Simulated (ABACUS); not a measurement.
**Ta: equation of state with PW91**

**Experimental background.**

“Refinement of the equation of state of tantalum”, 2004, arxiv:cond-mat/0403080 quotes, for a bulk crystal of Ta: bulk modulus 194 GPa.

The system is Ta.

```
CELL_PARAMETERS angstrom
-1.65128 1.65128 1.65128
1.65128 -1.65128 1.65128
1.65128 1.65128 -1.65128
ATOMIC_POSITIONS crystal
Ta 0.00000 0.00000 0.00000
```

- Program: ABACUS 3.10.1
- Task: equation of state
- Functional: PW91
- Potentials or basis: SPMS ONCV 1.0 PBE
- Cutoff: 816 eV
- Density cutoff: 3265 eV
- Basis: plane waves
- k mesh: 9 × 9 × 9
- Occupations: fermi-dirac, width 0.05 eV
- Spin: no spin polarisation

```yaml
Equilibrium_volume: 18.26 Å³/atom
Bulk_modulus: 180 GPa
Pressure_derivative_of_the_bulk_modulus: "4.0 (rough: it moves with the points fitted)"
```

Energy against volume, from the lowest point:
```csv
volume (Å³/atom),energy (meV/atom)
16.930,60.79
17.650,11.51
18.371,0.00
19.091,19.47
```

All runs of the series together: 8.1 s on 4 threads of Intel(R) Xeon(R) Platinum 8488C (Sapphire Rapids), with other jobs on the host.

Against the measured bulk modulus of Ta, 194 GPa (quoted in “Refinement of the equation of state of tantalum”, 2004, arxiv:cond-mat/0403080), the calculated 180 GPa is off by -7.4 %. The fit is for a static lattice scaled at fixed shape and fixed fractional positions.

Caveat: the potentials were made for another functional, which shifts forces and pressure. The run has no spin-orbit coupling, so splittings on Ta are missing.
